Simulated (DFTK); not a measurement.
Cl:

```
Cl
1.0
     3.14500   -2.25000    0.00000
     3.14500    2.25000    0.00000
     0.00000    0.00000    8.21000
Cl
4
Direct
  0.37000 0.63000 0.40000
  0.13000 0.87000 0.90000
  0.63000 0.37000 0.60000
  0.87000 0.13000 0.10000
```

Base run:

| Quantity | Value |
| --- | --- |
| Program | DFTK 0.8.2 |
| Functional | PBEsol |
| Potentials or basis | SG15 1.2 (PBE) |
| Cutoff | 952 eV |
| k mesh | 5 × 5 × 3 |
| Occupations | fermi-dirac, width 0.05 eV |
| Spin | no spin polarisation |

Its results: band gap on the k mesh 2.44 eV, indirect (least direct gap 2.49 eV); largest force 0.188 eV/Å.

Problem. The run is repeated on the same cell with these changes: functional from PBEsol to HSE06; k mesh from 5 × 5 × 3 to 2 × 2 × 1. What comes out?

Solution. Band gap on the k mesh 4.16 eV, indirect (least direct gap 4.25 eV); largest force 0.380 eV/Å.

Several settings changed at once, so the effect can't be laid on one alone.

Caveats: some runs use coarse meshes; the potentials were made for another functional, which shifts forces and pressure; this program's HSE differs a little from the usual definition (some runs); an odd mesh through Γ misses points on the zone boundary, where band edges often lie (some runs).
